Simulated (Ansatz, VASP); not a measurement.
One calculation of Cu, two programs

```
Cu
1.0
     2.53410    0.00000    0.00000
    -1.26705    2.19459    0.00000
     0.00000    0.00000    4.11257
Cu
2
Direct
  0.33333 0.66667 0.25000
  0.66667 0.33333 0.75000
```

This isn't the form of Cu at room conditions, which is fcc.

Alike in both runs: task single point; functional LDA; k mesh 14 × 14 × 7; occupations fermi-dirac, width 0.05 eV; no spin polarisation.

|  | VASP | Ansatz |
| --- | --- | --- |
| version | VASP 6.6.1 | Ansatz 0.2.0 |
| potentials or method | VASP PAW LDA potentials, release 64 (Cu), cutoff 520 eV | all-electron (LAPW or listed datasets) |

```csv
,VASP,Ansatz,Ansatz less VASP
gap on the k mesh at the Fermi level (eV),none,none,-
pressure (GPa),-7.1,-8.0,-0.85
largest component of the traceless stress (GPa),0.60,0.61,+0.012
```

A gap of «none» marks a metal or a gap that the smearing closes. Ansatz ran all-electron here, so the differences hold the error of VASP's frozen core and of both bases.
